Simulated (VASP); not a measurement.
# BP in VASP: a series of runs, part 2 of 2

VASP 6.6.1.

### Step 3. Single point, PBEsol

This run uses another cell than the first one, of 23.08 Å³/atom, 1.621 times its volume.

INCAR reads:

```
SYSTEM = BP
ALGO = Fast
EDIFF = 1E-7
ENCUT = 520
GGA = PS
ISIF = 2
ISMEAR = 0
LASPH = .True.
LCHARG = .True.
LELF = .True.
LREAL = .False.
LVHAR = .True.
LWAVE = .False.
NBANDS = 31
NELM = 100
PREC = Accurate
SIGMA = 0.05
```

KPOINTS reads:

```
k-points
0
Gamma
  9 9 1
  0 0 0
```

POSCAR reads:

```
BP
1.0
    3.1962448201      0.0000000000      0.0000000000
   -1.5981224101      2.7680292109      0.0000000000
    0.0000000000      0.0000000000     26.0913226116
P B
5 5
Direct
    0.0000000000      0.0000000000      0.2874518901
    0.3333333333      0.6666666667      0.3874745301
    0.6666666667      0.3333333333      0.4874971700
    0.0000000000      0.0000000000      0.5875198100
    0.3333333333      0.6666666667      0.6875424499
    0.3333333333      0.6666666667      0.3124575501
    0.6666666667      0.3333333333      0.4124801900
    0.0000000000      0.0000000000      0.5125028300
    0.3333333333      0.6666666667      0.6125254699
    0.6666666667      0.3333333333      0.7125481099
```

Potentials or basis: VASP PAW PBE potentials, release 64 (P, B).

Started as:

```bash
$ cat potpaw_PBE.64/P/POTCAR potpaw_PBE.64/B/POTCAR > POTCAR
$ mpirun -np 1 vasp_std > vasp.out
```

OUTCAR:

```text
SYSTEM = BP
   EDIFF = 1E-7
   ENCUT = 520
   GGA = PS
   ISIF = 2
   ISMEAR = 0
   LASPH = .True.
   LREAL = .False.
   NELM = 100
   PREC = Accurate

 ion  position               nearest neighbor table
   1  0.000  0.000  0.287-   6 1.96   6 1.96   6 1.96
   2  0.333  0.667  0.387-   7 1.96   7 1.96   7 1.96   6 1.96
   3  0.667  0.333  0.487-   8 1.96   8 1.96   8 1.96   7 1.96
   4  0.000  0.000  0.588-   9 1.96   9 1.96   9 1.96   8 1.96
   5  0.333  0.667  0.688-  10 1.96  10 1.96  10 1.96   9 1.96
   6  0.333  0.667  0.312-   1 1.96   1 1.96   1 1.96   2 1.96
   7  0.667  0.333  0.412-   2 1.96   2 1.96   2 1.96   3 1.96
   8  0.000  0.000  0.513-   3 1.96   3 1.96   3 1.96   4 1.96
   9  0.333  0.667  0.613-   4 1.96   4 1.96   4 1.96   5 1.96
  10  0.667  0.333  0.713-   5 1.96   5 1.96   5 1.96

  LATTYP: Found a hexagonal cell.
 ALAT       =     3.1962448201
 C/A-ratio  =     8.1631176835

  Lattice vectors:

 A1 = (   3.1962448201,   0.0000000000,   0.0000000000)
 A2 = (  -1.5981224101,   2.7680292109,   0.0000000000)
[... 191 lines left out ...]
      1     -14.5702      2.00000
      2     -13.8718      2.00000
      3     -13.0371      2.00000
      4     -12.1350      2.00000
      5     -11.0797      2.00000
      6      -7.5085      2.00000
[... 397 lines left out ...]
     30       8.3584      0.00000
     31       9.2136      0.00000

------------------------ aborting loop because EDIFF is reached ----------------------------------------

  FORCE on cell =-STRESS in cart. coord.  units (eV):
  Direction    XX          YY          ZZ          XY          YZ          ZX
  --------------------------------------------------------------------------------------
  -------------------------------------------------------------------------------------
  Total       -1.1186163     -1.1186163     -1.2929103      0.0000000      0.0000000     -0.0000000
  in kB       -7.7639890     -7.7639890     -8.9737128      0.0000000      0.0000000     -0.0000000
  external PRESSURE =      -8.1672302 kB  Pullay stress =       0.0000000 kB

 VOLUME and BASIS-vectors are now :
 -----------------------------------------------------------------------------
  energy-cutoff  :      520.00
  volume of cell :      230.84
      direct lattice vectors                 reciprocal lattice vectors
     3.196244820  0.000000000  0.000000000     0.312867148  0.180633932  0.000000000
    -1.598122410  2.768029211  0.000000000     0.000000000  0.361267864  0.000000000
     0.000000000  0.000000000 26.091322612     0.000000000  0.000000000  0.038326919

 POSITION                                       TOTAL-FORCE (eV/Angst)
 -----------------------------------------------------------------------------------
      0.00000      0.00000      7.50000        -0.000000      0.000000      0.829002
     -0.00000      1.84535     10.10972        -0.000000      0.000000      0.070943
      1.59812      0.92268     12.71945         0.000000     -0.000000      0.019275
      0.00000      0.00000     15.32917         0.000000      0.000000      0.212506
     -0.00000      1.84535     17.93889         0.000000     -0.000000      2.470514
     -0.00000      1.84535      8.15243        -0.000000      0.000000     -0.812629
      1.59812      0.92268     10.76215        -0.000000      0.000000     -0.104750
      0.00000      0.00000     13.37188         0.000000      0.000000     -0.084683
     -0.00000      1.84535     15.98160        -0.000000      0.000000     -0.471780
      1.59812      0.92268     18.59132        -0.000000      0.000000     -2.128398
 -----------------------------------------------------------------------------------
    total drift:                               -0.000000      0.000000     -0.000082

  FREE ENERGIE OF THE ION-ELECTRON SYSTEM (eV)
  ---------------------------------------------------
  free  energy   TOTEN  =       -64.9866948684 eV

  energy  without entropy=      -64.9692791731  energy(sigma->0) =      -64.97798702
```

stdout:

```text
POSCAR found type information on POSCAR P B
 POSCAR found :  2 types and      10 ions
 scaLAPACK will be used
 -----------------------------------------------------------------------------
|                                                                             |
|                                                                             |
|     You enforced a specific xc type in the INCAR file but a different       |
|     I HOPE YOU KNOW WHAT YOU ARE DOING!                                     |
|                                                                             |
 -----------------------------------------------------------------------------

 LDA part: xc-table for (Slater+PW92), standard interpolation
 POSCAR, INCAR and KPOINTS ok, starting setup
 FFT: planning ... GRIDC
 FFT: planning ... GRID_SOFT
 FFT: planning ... GRID
 WAVECAR not read
 entering main loop
```

It took 2.1 min on 1 thread of Intel Xeon Platinum 8559C (Emerald Rapids), shared host; peak memory 0.34 GiB.

Results:

```
Free energy            : -64.9867 eV
Largest force          : 2.471 eV/Å
Band gap on the k mesh : none (metal or under the smearing width)
```

Forces on the atoms (eV/Å):
```
P    0.000  0.000  0.829
P    0.000  0.000  0.071
P    0.000  0.000  0.019
P    0.000  0.000  0.213
P    0.000  0.000  2.471
B    0.000  0.000 -0.813
B    0.000  0.000 -0.105
B    0.000  0.000 -0.085
B    0.000  0.000 -0.472
B    0.000  0.000 -2.128
```

Levels at points of the mesh, in eV from the Fermi level:
| k point | band 17 | band 18 | band 19 | band 20 | band 21 | band 22 | band 23 | band 24 |
| --- | --- | --- | --- | --- | --- | --- | --- | --- |
| (0.00, 0.00, 0.00) | -0.60 | -0.17 | 0.11 | 0.11 | 0.64 | 3.38 | 3.40 | 3.40 |

Caveat: the PAW data sets were made with another functional, which shifts forces and pressure a little.
